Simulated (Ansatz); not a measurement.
Crystal: SnSe.

```
Sn Se
1.0
    11.42000    0.00000    0.00000
     0.00000    4.19000    0.00000
     0.00000    0.00000    4.46000
Sn Se
4 4
Direct
  0.87700 0.75000 0.90900
  0.62300 0.25000 0.40900
  0.37700 0.75000 0.59100
  0.12300 0.25000 0.09100
  0.64300 0.75000 0.98400
  0.85700 0.25000 0.48400
  0.14300 0.75000 0.51600
  0.35700 0.25000 0.01600
```

Program: Ansatz 0.2.0. Alike in all runs: potentials or basis Ansatz PAW; no spin polarisation; cell as given; smearing fermi-dirac 0.05 eV.

**Question.** Order these runs on this cell by their band gap on the k mesh, lowest first.
A. level revPBE; k mesh 3 × 6 × 6; cutoff (eV) 420; points for each segment of the path 10; mesh quality not flagged
B. level PBE; k mesh 1 × 2 × 2; cutoff (eV) 420; mesh quality coarse
C. level r2SCAN; k mesh 3 × 6 × 6; cutoff (eV) 500; points for each segment of the path 10; mesh quality not flagged

**Answer.** A (0.57 eV), C (0.83 eV), B (1.08 eV).

Caveats: some runs use coarse meshes; spin-orbit coupling is left out, which moves the levels of the heavy elements.

A k mesh can miss the band edges.

Not every run made on this cell is shown here.
